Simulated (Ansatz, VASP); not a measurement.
**SiW3: VASP beside Ansatz**

Contents of INCAR:

```
SYSTEM = SiW3
ALGO = Fast ; EDIFF = 1E-6
ENCUT = 520 ; GGA = PS
ISIF = 2 ; ISMEAR = 0
LASPH = .TRUE. ; LCHARG = .FALSE.
LREAL = .FALSE. ; LWAVE = .FALSE.
NBANDS = 31 ; NELM = 100
PREC = Accurate ; SIGMA = 0.1
```

The input KPOINTS:

```
k-points
0
G
  10 10 10
  0 0 0
```

The input POSCAR:

```
SiW3
1.0
    0.0000000000      3.5803362911      3.5803362911
    3.5803362911      0.0000000000      3.5803362911
    3.5803362911      3.5803362911      0.0000000000
Si W
1 3
Direct
    0.0000000000      0.0000000000      0.0000000000
    0.2500000000      0.2500000000      0.2500000000
    0.7500000000      0.7500000000      0.7500000000
    0.5000000000      0.5000000000      0.5000000000
```

Input for Ansatz:

```yaml
crystal:
  lattice:
    - [0.0, 3.5803362911, 3.5803362911]
    - [3.5803362911, 0.0, 3.5803362911]
    - [3.5803362911, 3.5803362911, 0.0]
  atoms:
    - { symbol: Si, position: [0.0, 0.0, 0.0] }
    - { symbol: W, position: [0.25, 0.25, 0.25] }
    - { symbol: W, position: [0.75, 0.75, 0.75] }
    - { symbol: W, position: [0.5, 0.5, 0.5] }
basis:
  ecutwfc: 420
kpoints:
  mp_grid: { grid: [10, 10, 10] }
hamiltonian:
  xc: pbesol
scf:
  occupations: { method: gaussian, width: 0.1 }
output:
  forces: true
  stress: true
  eigenvalues: true
  write_density: true
  write_potential: true
  elf: true
  volumetric_format: npy
```

Alike in both runs: task single point; functional PBEsol; k mesh 10 × 10 × 10; occupations gaussian, width 0.1 eV; no spin polarisation.

```csv
,VASP,Ansatz
version,VASP 6.6.1,Ansatz 0.2.0
potentials or method,"VASP PAW PBE potentials, release 64 (Si, W_sv)","scalar-relativistic, plane waves, PAW"
plane-wave cutoff (eV),520,420
valence electrons in the cell,46,46
```

```csv
,VASP,Ansatz,Ansatz less VASP
gap on the k mesh at the Fermi level (eV),none,none,-
pressure (GPa),-46.2,-46.1,+0.05
```

A gap of «none» marks a metal or a gap that the smearing closes. The functional is the same, so the differences come from potentials, cutoffs and numerics.

Caveats: the cell as given lies far from equilibrium; so large a pressure means that the cell lies far from this level's equilibrium, or that cutoff or potentials fall short (VASP); the potentials were made for another functional, which shifts forces and pressure (VASP). The runs have no spin-orbit coupling, so splittings on W are missing.
